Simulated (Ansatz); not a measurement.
The system is SiNi.

```xyz
8
Lattice="4.5037 0.0000 0.0000 0.0000 4.5037 0.0000 0.0000 0.0000 4.5037" Properties=species:S:1:pos:R:3 pbc="T T T"
Ni    0.6733    0.6733    0.6733
Ni    2.9252    1.5785    3.8304
Ni    3.8304    2.9252    1.5785
Ni    1.5785    3.8304    2.9252
Si    3.8139    3.8139    3.8139
Si    1.5620    2.9417    0.6898
Si    0.6898    1.5620    2.9417
Si    2.9417    0.6898    1.5620
```

The cell is a database's computed one.

* Program: Ansatz 0.2.0
* Task: relaxation of cell and atoms
* Functional: PBEsol
* Potentials or basis: all-electron LAPW, scalar-relativistic
* Basis error allowed: 0.002 eV/atom
* k mesh: 5 × 5 × 5
* Occupations: fermi-dirac, width 0.05 eV
* Spin: collinear spin, ferromagnetic start
* Starting moments: [1.0, 1.0, 1.0, 1.0, 0.0, 0.0, 0.0, 0.0] μB

At the start: volume 11.42 Å³/atom.

Q: Where does the relaxation end?

A: Over 5 steps the energy falls by 4.1 meV/atom and the volume is 11.15 Å³/atom (-2.4 %); space group P2_13 (No. 198, to 0.05 Å); moment 0.00 μB per cell.

Step by step:
```tsv
step	energy change (eV)	largest force (eV/Å)	volume (Å³)
1	0.0000	0.0331	91.35
2	-0.0261	0.0206	90.11
3	-0.0324	0.0088	89.12
4	-0.0325	0.0008	89.17
5	-0.0325	0.0008	89.17
```

Final structure:
```
Ni Si
1.0
     4.46756    0.00000    0.00000
     0.00000    4.46756    0.00000
     0.00000    0.00000    4.46756
Ni Si
4 4
Direct
  0.14912 0.14912 0.14912
  0.64912 0.35088 0.85088
  0.85088 0.64912 0.35088
  0.35088 0.85088 0.64912
  0.84655 0.84655 0.84655
  0.34655 0.65345 0.15345
  0.15345 0.34655 0.65345
  0.65345 0.15345 0.34655
```

Caveat: the k mesh is thin for a metal, which can move the energy by tens of meV per atom; the starting moments weren't kept.
